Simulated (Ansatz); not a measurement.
# A defect in a wire: W wire along [111], 3 atoms a period, Ti in place of one W, part 2 of 3

What does the defect do to the conductance?

Ansatz 0.2.0; DFT PBE, plane waves, PAW; relaxation of a wire's period (the session's first sound run).

So far. Step 2 (Relaxation of atoms and period): The cell's length comes to 2.616 Å with spin left out.

**3. The perfect wire**

This step: DFT PBE, plane waves, PAW; channels and complex bands of a perfect wire (Ansatz 0.2.0).

At the relaxed period the Bloch states of the perfect wire are found at each energy: those that move forward count the open channels, and those that decay describe how a disturbance dies away inside the wire itself. An energy step of 0.05 eV is too coarse for the program's thermal average, and saves time.

The input, input.yaml:

```yaml
crystal:
  lattice:
    - [9.042, 0.0, 0.0]
    - [0.0, 9.388, 0.0]
    - [0.0, 0.0, 2.6160727659]
  atoms:
    - { symbol: W, position: [0.384465915, 0.376474277, 0.002855069] }
    - { symbol: W, position: [0.384465915, 0.623557057, 0.330478265] }
    - { symbol: W, position: [0.607039028, 0.500015667, 0.666666667] }
kpoints:
  mp_grid: { grid: [1, 1, 31] }
scf:
  occupations: { method: fermi_dirac, width: 0.05 }
hamiltonian:
  xc: pbe
output:
  transmission:
    e_range: [-1.5, 1.5]
    de: 0.05
    kmesh: [1, 1]
    reduced_basis: true
    leads: [[0, 0]]
basis:
  ecutwfc: "340 eV"
```

Command:

```sh
$ ansatz run input.yaml --threads 8 --pin off --max-ram 16384MiB --backend cpu --events-out ev --progress --plain --runs-dir out
```

Numbers of over 12 decimals in the logs are rounded to 6 here.

The program printed:

```text
Warning: basis.ecutwfc = 340 eV is below the records' recommended 420 eV, and the density's cutoff is lower with it unless basis.ecutrho_ratio is high enough to keep the records' density cutoff: compare with a run at a higher cutoff
[...]
Crystal: 3 atoms, lattice volume = 222.069 Å³
Basis set: ecut = 340 eV, 3125 PW (Γ)
Bands: 26, of which v1, the nominal top of the filled ones, is band 21 counted from 1 (20 counted from 0)
Symmetry: 2 space group operations
[...]
k-points: 16 of 31
[...]
SCF iter   1: F=—  HF=-31145.725408 eV  |F-HF|=—  |Δ(HF+E_count)|=         —  Δρ=5.07e-3  dr2=6.66e-2  ethr=1.77e-3  ⟨swp⟩=7.1  Hψ=1959  notcnv=0
[...]
SCF iter   8: F=-31145.722093 eV  HF=-31145.722093 eV  |F-HF|=6.12e-9  |Δ(HF+E_count)|=   1.17e-7  Δρ=3.89e-6  dr2=5.78e-8  ethr=2.38e-10  ⟨swp⟩=3.5  Hψ=1435  notcnv=0
SCF 1 converged in 8 iterations: F = -31145.722093 eV  dr2 = 5.78e-8
[...]
transmission: 3 of 18 steps passed
transmission: 6 of 18 steps passed
[...]
transmission: 18 of 18 steps passed
SCF converged after 8 iterations
Free energy (F): -31145.722093 eV
[...]
Internal energy: -31145.681373 eV  (E = F + TS)
E sigma→0 (E₀):  -31145.701733 eV
Entropy (-TS):   -0.040720 eV (-13.573 meV/atom)
Fermi energy:    1.632303 eV
[...]
--- Band table (eV; the first three rows and the last of 16) ---
  k-point 0: bands = [... 17 lower, -0.4826, -0.1895, 1.2337, 1.2455, 1.6001, 1.6785, 2.6864, 3.1967, ... 1 higher]
  k-point 1: bands = [... 17 lower, -0.4587, -0.1619, 1.1569, 1.2713, 1.4998, 1.7866, 2.6232, 3.1658, ... 1 higher]
  k-point 2: bands = [... 17 lower, -0.4136, -0.0801, 1.0478, 1.1488, 1.4892, 1.9045, 2.4421, 3.0776, ... 1 higher]
  k-point 15: bands = [... 17 lower, -1.0349, 1.7459, 1.9781, 2.0153, 2.4418, 2.6713, 3.8882, 4.0980, ... 1 higher]
--- Transmission ---
  basis      : 607 plane waves across, 3 finite elements along
  points     : 1, standing for a mesh of 1 x 1
  energies   : 61 from -1.500000 to 1.500000 eV about the Fermi level, 0.050000 eV apart; the leads are filled to 0.000000 eV, and channels, transmission and decay are at 0.000000 eV
  crystal 0  : W3, at the sites [0, 0], period 2.6161 Å: whole cells are its period
    offset         : up to 0.0000 Å between an atom of the period and one for which it stands
    channels       : 6.000000e0 a spin
    conductance    : none, the energies end too early or step too widely for 300 K: set another output.transmission.e_range or a lower de, or, where they end at an eighth of basis.ecutwfc, a higher one
```

It took 16 s on 8 threads of Arm Neoverse V2, shared host; peak memory 1.2 GiB; 85 s of CPU time.

This step gave:

```yaml
energy_at_zero_smearing: -31145.7017 eV
channels_at_the_energy_nearest_the_fermi_level_one_spin: 6
band_gap: 0 eV
```

Open channels of the lead, one spin against energy, zero at the Fermi level:

energy (eV), open channels of the lead, one spin and a bar from the least value:
```
    -1.50       5.00 ###############
    -1.35       5.00 ###############
    -1.20       5.00 ###############
    -1.05       3.00 
    -0.95       5.00 ###############
    -0.80       5.00 ###############
    -0.65       5.00 ###############
    -0.50       5.00 ###############
    -0.35       5.00 ###############
    -0.20       5.00 ###############
    -0.05       7.00 ##############################
     0.00       6.00 ######################
     0.05       5.00 ###############
     0.20       7.00 ##############################
     0.35       7.00 ##############################
     0.50       6.00 ######################
     0.65       6.00 ######################
     0.80       6.00 ######################
     0.95       6.00 ######################
     1.05       6.00 ######################
     1.20       5.00 ###############
     1.35       3.00 
     1.50       5.00 ###############
```

The slowest values at each energy, most degenerate partners merged, listed up to 1.5 1/Å. Table of Im kz of the slowest decaying states by energy, zero at the Fermi level:

| energy (eV) | decay 1 (Å⁻¹) | decay 2 (Å⁻¹) | decay 3 (Å⁻¹) | decay 4 (Å⁻¹) |
| --- | --- | --- | --- | --- |
| -1.50 | 0.194 | 0.337 | 0.360 | 0.391 |
| -1.35 | 0.159 | 0.349 | 0.357 | 0.412 |
| -1.20 | 0.118 | 0.336 | 0.370 | 0.425 |
| -1.05 | 0.0478 | 0.0595 | 0.319 | 0.378 |
| -0.90 | 0.0915 | 0.298 | 0.380 | 0.437 |
| -0.75 | 0.102 | 0.272 | 0.379 | 0.439 |
| -0.60 | 0.0994 | 0.238 | 0.374 | 0.437 |
| -0.45 | 0.0761 | 0.190 | 0.367 | 0.434 |
| -0.30 | 0.0585 | 0.155 | 0.356 | 0.430 |
| -0.15 | 0.176 | 0.343 | 0.424 | 0.518 |
| 0.00 | 0.0199 | 0.182 | 0.328 | 0.420 |
| 0.15 | 0.181 | 0.311 | 0.418 | 0.511 |
| 0.30 | 0.174 | 0.292 | 0.419 | 0.512 |
| 0.45 | 0.135 | 0.161 | 0.278 | 0.422 |
| 0.60 | 0.142 | 0.213 | 0.286 | 0.424 |
| 0.75 | 0.112 | 0.266 | 0.302 | 0.423 |
| 0.90 | 0.0431 | 0.0570 | 0.307 | 0.308 |
| 1.05 | 0.0892 | 0.305 | 0.341 | 0.416 |
| 1.20 | 0.0800 | 0.116 | 0.295 | 0.369 |
| 1.35 | 0.0449 | 0.108 | 0.164 | 0.278 |
| 1.50 | 0.147 | 0.201 | 0.254 | 0.391 |

At the computed energy nearest the Fermi level there are 6 channels a spin.

**4. Relaxing the junction**

This step: DFT PBE, plane waves, PAW; relaxation of a junction in a wire, ends held (Ansatz 0.2.0).

System of this step: W wire along [111], 3 atoms a period, Ti in place of one W. The cell holds 27 atoms: 26 W and 1 Ti. Cell: a = 9.042 Å, b = 9.388 Å, c = 23.545 Å, α = 90.0°, β = 90.0°, γ = 90.0°. Regions: held atoms, 18 atoms (18 W); free atoms, 9 atoms (8 W and 1 Ti). Vacuum lies along a and b. The structure's axis is c.

9 atoms at the defect are free to relax, while 18 stay where the perfect wire has them, so that the ends still repeat as a lead. The cutoff is set under the files' recommended one to save time.

The input, input.yaml:

```yaml
crystal:
  lattice:
    - [9.042, 0.0, 0.0]
    - [0.0, 9.388, 0.0]
    - [0.0, 0.0, 23.5446548928]
  atoms:
    - { symbol: W, position: [0.384465915, 0.376474277, 0.00031723] }
    - { symbol: W, position: [0.384465915, 0.623557057, 0.036719807] }
    - { symbol: W, position: [0.607039028, 0.500015667, 0.074074074] }
    - { symbol: W, position: [0.384465915, 0.376474277, 0.111428341] }
    - { symbol: W, position: [0.384465915, 0.623557057, 0.147830918] }
    - { symbol: W, position: [0.607039028, 0.500015667, 0.185185185] }
    - { symbol: W, position: [0.384465915, 0.376474277, 0.222539452] }
    - { symbol: W, position: [0.384465915, 0.623557057, 0.258942029] }
    - { symbol: W, position: [0.607039028, 0.500015667, 0.296296296] }
    - { symbol: W, position: [0.384465915, 0.376474277, 0.333650563] }
    - { symbol: W, position: [0.384465915, 0.623557057, 0.370053141] }
    - { symbol: W, position: [0.607039028, 0.500015667, 0.407407407] }
    - { symbol: W, position: [0.384465915, 0.376474277, 0.444761674] }
    - { symbol: Ti, position: [0.384465915, 0.623557057, 0.481164252], spin: 2.0 }
    - { symbol: W, position: [0.607039028, 0.500015667, 0.518518519] }
    - { symbol: W, position: [0.384465915, 0.376474277, 0.555872785] }
    - { symbol: W, position: [0.384465915, 0.623557057, 0.592275363] }
    - { symbol: W, position: [0.607039028, 0.500015667, 0.62962963] }
    - { symbol: W, position: [0.384465915, 0.376474277, 0.666983897] }
    - { symbol: W, position: [0.384465915, 0.623557057, 0.703386474] }
    - { symbol: W, position: [0.607039028, 0.500015667, 0.740740741] }
    - { symbol: W, position: [0.384465915, 0.376474277, 0.778095008] }
    - { symbol: W, position: [0.384465915, 0.623557057, 0.814497585] }
    - { symbol: W, position: [0.607039028, 0.500015667, 0.851851852] }
    - { symbol: W, position: [0.384465915, 0.376474277, 0.889206119] }
    - { symbol: W, position: [0.384465915, 0.623557057, 0.925608696] }
    - { symbol: W, position: [0.607039028, 0.500015667, 0.962962963] }
magnetization:
  spin_polarized: true
kpoints:
  mp_grid: { grid: [1, 1, 1] }
scf:
  occupations: { method: fermi_dirac, width: 0.1 }
hamiltonian:
  xc: pbe
relax:
  constraints:
    - { sites: [0, 1, 2, 3, 4, 5, 6, 7, 8, 18, 19, 20, 21, 22, 23, 24, 25, 26] }
  f_tol: 0.07
  max_steps: 30
basis:
  ecutwfc: "340 eV"
```

The program printed:

```text
[...]
Crystal: 27 atoms, lattice volume = 1998.619 Å³
Basis set: ecut = 340 eV, 28485 PW (Γ), exchange–correlation on 120×120×288 points (8 copies of the dense FFT grid, shifted against one another)
Bands: 227, of which v1, the nominal top of the filled ones, is band 188 counted from 1 (187 counted from 0)
Symmetry: 1 space group operations
[...]
k-points: 1
[...]
Starting moments: Σ|m| = 2 μB on 1 of 27 sites
[...]
SCF iter   1: F=—  HF=-272460.141739 eV  |F-HF|=—  |Δ(HF+E_count)|=         —  Δρ=2.24e-2 (↑2.19e-2 ↓2.24e-2)  dr2=1.48e2  dr2_m=6.65e-1  M=0.812 μB ∫|m|=1.633 μB  β_m=0.30  ethr=3.10e-3  ⟨swp⟩=9.5  Hψ=1925  notcnv=0
[...]
spin=Collinear: LDOS preconditioning applied to the charge; magnetization (m = ρ↑ − ρ↓) channel mixes plain (no charge-response kernel on spin).
SCF iter   2: F=—  HF=-272433.528844 eV  |F-HF|=—  |Δ(HF+E_count)|=    2.66e1  Δρ=1.23e-2 (↑1.19e-2 ↓1.23e-2)  dr2=3.00e1  dr2_m=4.06e-1  M=0.601 μB ∫|m|=1.634 μB  β_m=0.40  ethr=3.10e-3  ⟨swp⟩=5.0  Hψ=1125  notcnv=0
[...]
SCF iter  16: F=-272428.435621 eV  HF=-272428.435621 eV  |F-HF|=5.35e-7  |Δ(HF+E_count)|=   2.77e-6  Δρ=4.38e-6 (↑4.38e-6 ↓4.23e-6)  dr2=1.24e-6  dr2_m=2.66e-7  M=0.001 μB ∫|m|=0.020 μB  ethr=6.09e-10  ⟨swp⟩=3.0  Hψ=932  notcnv=0
WARN: the starting moments were not kept: the SCF closed with an absolute magnetisation of 1.9e-2 μB, where they sum to 2 μB in size (1 site). That is at most 0.1 of that sum. Measured as dr2_m measures the in/out step, that magnetisation stands 3.2e-6 eV from none, at or under the dr2_threshold of 1.0e-4 eV: it is no larger than a step whose dr2_m would equal this threshold. The system may hold no moment; this SCF s [...]
SCF 1 converged in 16 iterations: F = -272428.435621 eV  dr2 = 1.24e-6
[...]
relax step   1: F+E_penalty+E_count = -272428.43562089 eV  Δ(F+E_penalty+E_count) = +0.000e0 eV  max|allowed force component| = 9.956e-1 eV/Å  Δτ_max = 0.0000 Å  (16 SCF iters, dr2 threshold 1.00e-4 eV, accepted)
[...]
Starting moments: Σ|m| = 2 μB on 1 of 27 sites; this step starts from the density that it was given
[...]
SCF iter   7: F=-272428.523274 eV  HF=-272428.523275 eV  |F-HF|=9.20e-7  |Δ(HF+E_count)|=   2.74e-5  Δρ=9.15e-6 (↑9.15e-6 ↓7.57e-6)  dr2=8.86e-6  dr2_m=5.17e-7  M=0.005 μB ∫|m|=0.016 μB  ethr=1.65e-8  ⟨swp⟩=2.0  Hψ=1448  notcnv=0
the starting moments were not kept: the SCF closed with an absolute magnetisation of 1.6e-2 μB, where they sum to 2 μB in size (1 site). That is at most 0.1 of that sum. Measured as dr2_m measures the in/out step, that magnetisation stands 3.5e-6 eV from none, at or under the dr2_threshold of 6.2e-5 eV: it is no larger than a step whose dr2_m would equal this threshold.
SCF 2 converged in 7 iterations: F = -272428.523274 eV  dr2 = 8.86e-6
relax step   2: F+E_penalty+E_count = -272428.52327401 eV  Δ(F+E_penalty+E_count) = -8.765e-2 eV  max|allowed force component| = 4.356e-1 eV/Å  Δτ_max = 0.1944 Å  (7 SCF iters, dr2 threshold 6.20e-5 eV, accepted)
SCF iter   1: F=—  HF=-272428.543256 eV  |F-HF|=—  |Δ(HF+E_count)|=         —  Δρ=1.05e-3 (↑1.05e-3 ↓1.02e-3)  dr2=6.55e-2  dr2_m=6.53e-3  M=0.001 μB ∫|m|=0.026 μB  β_m=0.65  ethr=2.26e-4  ⟨swp⟩=3.5  Hψ=844  notcnv=0
[...]
SCF iter   7: F=-272428.548881 eV  HF=-272428.548883 eV  |F-HF|=2.57e-6  |Δ(HF+E_count)|=   8.23e-6  Δρ=4.23e-6 (↑4.23e-6 ↓3.60e-6)  dr2=3.48e-6  dr2_m=2.94e-8  M=0.000 μB ∫|m|=0.004 μB  ethr=3.15e-9  ⟨swp⟩=4.5  Hψ=1232  notcnv=0
[...]
SCF 3 converged in 7 iterations: F = -272428.548881 eV  dr2 = 3.48e-6
relax step   3: F+E_penalty+E_count = -272428.54888058 eV  Δ(F+E_penalty+E_count) = -2.561e-2 eV  max|allowed force component| = 1.637e-1 eV/Å  Δτ_max = 0.0479 Å  (7 SCF iters, dr2 threshold 1.19e-5 eV, accepted)
SCF iter   1: F=—  HF=-272428.550295 eV  |F-HF|=—  |Δ(HF+E_count)|=         —  Δρ=3.08e-4 (↑3.06e-4 ↓3.08e-4)  dr2=1.08e-2  dr2_m=6.75e-4  M=-0.001 μB ∫|m|=0.009 μB  β_m=0.65  ethr=1.12e-5  ⟨swp⟩=2.0  Hψ=776  notcnv=0
[...]
SCF iter   8: F=-272428.551916 eV  HF=-272428.551916 eV  |F-HF|=5.47e-9  |Δ(HF+E_count)|=   3.17e-8  Δρ=4.49e-7 (↑4.36e-7 ↓4.49e-7)  dr2=1.68e-8  dr2_m=1.85e-9  M=-0.000 μB ∫|m|=0.002 μB  ethr=2.66e-11  ⟨swp⟩=1.0  Hψ=1490  notcnv=0
[...]
SCF 4 converged in 8 iterations: F = -272428.551916 eV  dr2 = 1.68e-8
relax step   4: F+E_penalty+E_count = -272428.55191569 eV  Δ(F+E_penalty+E_count) = -3.035e-3 eV  max|allowed force component| = 3.406e-2 eV/Å  Δτ_max = 0.0098 Å  (8 SCF iters, accepted)
SCF converged after 8 iterations
Magnetization: -0.0003 μB (187.9998 up, 188.0002 down)
Absolute magnetization: 0.0017 μB (∫|ρ↑−ρ↓|, with the PAW one-centre terms)
[...]
Per-site moments (μB) at R_I (Å): [(-8.047408595521534e-6, 1.020069), (1.1151458826106324e-5, 1.020069), (-8.745159692303805e-7, 1.024532), (1.5855398451009376e-5, 1.020069), (-1.536768364927229e-5, 1.020069), (3.0163137739407674e-5, 1.024532), (-3.135211130719062e-5, 1.020069), (2.5858646041810518e-5, 1.020069), (-3.579347100547636e-5, 1.022578), (3.97192125168542e-5, 1.018188), (-8.893530601857703e-5, 1.018188), (- [...]
Free energy (F): -272428.551916 eV
[...]
Internal energy: -272427.303295 eV  (E = F + TS)
E sigma→0 (E₀):  -272427.927605 eV
Entropy (-TS):   -1.248621 eV (-46.245 meV/atom)
Fermi energy:    1.597304 eV
[...]
--- Forces (eV/Å), atoms counted from 1 ---
  atom   1  W      0.01995278     0.00747288    -0.00074767
  atom   2  W     -0.04410117    -0.00720136     0.02113815
  atom   3  W      0.06693561    -0.00503056     0.00090031
  atom   4  W     -0.01447889    -0.02519398     0.00374729
  atom   5  W     -0.03688666     0.03370469    -0.01633052
  atom   6  W      0.03398332    -0.04719986    -0.01384217
  atom   7  W     -0.00860527     0.00747051     0.03307367
  atom   8  W      0.13035632    -0.14928199     0.15086143
  atom   9  W     -0.16488005     0.20025760    -0.01750078
  atom  10  W      0.02632486    -0.01431566    -0.01832074
  atom  11  W     -0.00454854    -0.01038795     0.03103682
  atom  12  W     -0.01740764    -0.00371764     0.00301006
  atom  13  W      0.02236992    -0.00085526    -0.02997282
  atom  14  Ti    -0.01459080     0.02401866    -0.00009893
  atom  15  W     -0.00434485    -0.02020985     0.02919546
  atom  16  W      0.00584784     0.01739402    -0.00118788
  atom  17  W      0.01151548     0.00019067    -0.03405704
  atom  18  W     -0.00113623    -0.03311288     0.01743132
  atom  19  W     -0.09077603     0.22863022    -0.00784574
  atom  20  W      0.05448571    -0.17685987    -0.13259981
  atom  21  W      0.00693208     0.00785248    -0.02566203
  atom  22  W      0.02280915    -0.05228180     0.00867127
  atom  23  W     -0.00681376     0.04974314     0.02894485
  atom  24  W      0.02824006    -0.00084484    -0.00689817
  atom  25  W     -0.02949485    -0.05585088    -0.00606445
  atom  26  W      0.02595135     0.03475151    -0.01271864
  atom  27  W     -0.01767386    -0.00900860    -0.00416009
  max |Σ_I F_I| component: 1.33e-4 eV/Å
--- Relaxed structure (4 steps of the walk, 4 accepted, 0 SCFs on fresh bases) ---
  F+E_penalty+E_count = -272428.55191569 eV   max|allowed force component| = 3.406e-2 eV/Å
  atoms:
    - { symbol: W, position: [0.384465915, 0.376474277, 0.00031723] }
    - { symbol: W, position: [0.384465915, 0.623557057, 0.036719807] }
    - { symbol: W, position: [0.607039028, 0.500015667, 0.074074074] }
    - { symbol: W, position: [0.384465915, 0.376474277, 0.111428341] }
    - { symbol: W, position: [0.384465915, 0.623557057, 0.147830918] }
    - { symbol: W, position: [0.607039028, 0.500015667, 0.185185185] }
    - { symbol: W, position: [0.384465915, 0.376474277, 0.222539452] }
    - { symbol: W, position: [0.384465915, 0.623557057, 0.258942029] }
    - { symbol: W, position: [0.607039028, 0.500015667, 0.296296296] }
    - { symbol: W, position: [0.385376, 0.376912, 0.334108] }
    - { symbol: W, position: [0.379723, 0.624096, 0.369770] }
    - { symbol: W, position: [0.603453, 0.505274, 0.409458] }
    - { symbol: W, position: [0.384966, 0.380756, 0.443973] }
    - { symbol: Ti, position: [0.375579, 0.638074, 0.481255] }
    - { symbol: W, position: [0.602764, 0.501639, 0.519267] }
    - { symbol: W, position: [0.381021, 0.382132, 0.553894] }
    - { symbol: W, position: [0.386151, 0.627791, 0.592611] }
    - { symbol: W, position: [0.606119, 0.499616, 0.629262] }
    - { symbol: W, position: [0.384465915, 0.376474277, 0.666983897] }
    - { symbol: W, position: [0.384465915, 0.623557057, 0.703386474] }
    - { symbol: W, position: [0.607039028, 0.500015667, 0.740740741] }
    - { symbol: W, position: [0.384465915, 0.376474277, 0.778095008] }
    - { symbol: W, position: [0.384465915, 0.623557057, 0.814497585] }
    - { symbol: W, position: [0.607039028, 0.500015667, 0.851851852] }
    - { symbol: W, position: [0.384465915, 0.376474277, 0.889206119] }
    - { symbol: W, position: [0.384465915, 0.623557057, 0.925609] }
    - { symbol: W, position: [0.607039028, 0.500015667, 0.962962963] }
```

Elapsed: 31 s, on 8 threads; peak memory 2.2 GiB; 3.8 min of CPU time.

Step by step:

| step | energy less that of the first step (eV) | largest force component (eV/Å) |
| --- | --- | --- |
| 1 | 0.0000 | 0.9956 |
| 2 | -0.0877 | 0.4356 |
| 3 | -0.1133 | 0.1637 |
| 4 | -0.1163 | 0.0341 |

The atoms that moved most (Å):

| atom | dx | dy | dz | length |
| --- | --- | --- | --- | --- |
| Ti14 | -0.080 | 0.136 | 0.002 | 0.158 |
| W16 | -0.031 | 0.053 | -0.047 | 0.077 |
| W12 | -0.032 | 0.049 | 0.048 | 0.076 |
| W15 | -0.039 | 0.015 | 0.018 | 0.045 |
| W13 | 0.005 | 0.040 | -0.019 | 0.045 |
| W11 | -0.043 | 0.005 | -0.007 | 0.044 |
| W17 | 0.015 | 0.040 | 0.008 | 0.043 |
| W10 | 0.008 | 0.004 | 0.011 | 0.014 |

The relaxed structure:

```cif
data_structure
_symmetry_space_group_name_H-M 'P 1'
_symmetry_Int_Tables_number 1
_cell_length_a 9.0420
_cell_length_b 9.3880
_cell_length_c 23.5447
_cell_angle_alpha 90.000
_cell_angle_beta 90.000
_cell_angle_gamma 90.000
_cell_volume 1998.62
loop_
_atom_site_label
_atom_site_type_symbol
_atom_site_fract_x
_atom_site_fract_y
_atom_site_fract_z
_atom_site_occupancy
W1 W 0.38447 0.37647 0.00032 1
W2 W 0.38447 0.62356 0.03672 1
W3 W 0.60704 0.50002 0.07407 1
W4 W 0.38447 0.37647 0.11143 1
W5 W 0.38447 0.62356 0.14783 1
W6 W 0.60704 0.50002 0.18519 1
W7 W 0.38447 0.37647 0.22254 1
W8 W 0.38447 0.62356 0.25894 1
W9 W 0.60704 0.50002 0.29630 1
W10 W 0.38538 0.37691 0.33411 1
W11 W 0.37972 0.62410 0.36977 1
W12 W 0.60345 0.50527 0.40946 1
W13 W 0.38497 0.38076 0.44397 1
Ti14 Ti 0.37558 0.63807 0.48125 1
W15 W 0.60276 0.50164 0.51927 1
W16 W 0.38102 0.38213 0.55389 1
W17 W 0.38615 0.62779 0.59261 1
W18 W 0.60612 0.49962 0.62926 1
W19 W 0.38447 0.37647 0.66698 1
W20 W 0.38447 0.62356 0.70339 1
W21 W 0.60704 0.50002 0.74074 1
W22 W 0.38447 0.37647 0.77810 1
W23 W 0.38447 0.62356 0.81450 1
W24 W 0.60704 0.50002 0.85185 1
W25 W 0.38447 0.37647 0.88921 1
W26 W 0.38447 0.62356 0.92561 1
W27 W 0.60704 0.50002 0.96296 1
```

Numbers from this step:

| Quantity | Value |
| --- | --- |
| energy at zero smearing | -272427.9276 eV |
| absolute moment | 0 μB |

The largest force component on a free atom ends at 0.034 eV/Å, under the limit of 0.07. Ti ends nearest to W at 2.57 Å, W at 2.58 Å, W at 2.63 Å, W at 2.63 Å, W at 2.94 Å and W at 2.95 Å.

[end of part 2 of 3]

[Logs are printed without paths, hosts, clocks, repeated set-up lines and the standing remarks that a program may print on its own settings, such as how far it seeks lower states.]

[Hosts, paths, dates, database ids (printed as entryN), source tags and the programs' standing remarks are cut or masked in the printed files.]
